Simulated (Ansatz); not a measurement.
**PtSe₂: computed properties**

All numbers below come from DFT PBE, scalar-relativistic, plane waves, PAW in Ansatz.

Plane waves to 420 eV, a k mesh through Γ of 12×12×4 on the computed 3-atom cell and Gaussian smearing (0.02 eV); no spin polarisation.

The structure is relaxed at this level of theory with its symmetry kept, and needn't be the ground state of this composition.

Space group P-3m1 (No. 164). a = 3.752 Å, b = 3.752 Å, c = 6.514 Å, α = 90.00°, β = 90.00°, γ = 120.00°
```tsv
atom	site	symmetry	x	y	z
Pt	1a	-3m.	0.0000	0.0000	0.0000
Se	2d	3m.	0.3333	0.6667	0.2006
```

(1) Formation energy from the elements' standard states (uncorrected)?

(2) Kohn–Sham band gap?

(3) Orbital (Löwdin) character of the top 1 eV of the valence band?

(4) Orbital (Löwdin) character of the lowest 1 eV of the conduction band?

(5) Electron masses at the edge by direction of the standard setting (m_e; one valley, along these axes only; no spin-orbit coupling)?

(6) Hole masses at the edge by direction of the standard setting (m_e; one valley, along these axes only; no spin-orbit coupling)?

(7) Bader charge by site (e)?

Spin-orbit coupling is left out, which matters for the bands of heavy elements. The cell holds layers, chains or molecules and no dispersion correction was added, so their binding is poorly described.

Answers

(1) -0.398 eV/atom.

(2) 0.83 eV, indirect from (-0.109, 0.219, 0.000) to (0.000, 0.251, 0.316).

(3) Se 4p 78 %, Pt 5d 20 %.

(4) Se 4p 63 %, Pt 5d 31 %.

(5) x: 0.38; y: 0.19; z: 0.48.

(6) x: 0.84; y: 0.89; z: 1.1.

(7) Pt (1 in the cell) 0.12, Se (2 in the cell) -0.06.

It was relaxed from a cell as deposited in COD. Kohn–Sham gaps at this level usually fall short of measured ones. Löwdin shares on free-atom orbitals overweight diffuse shells in the empty bands.
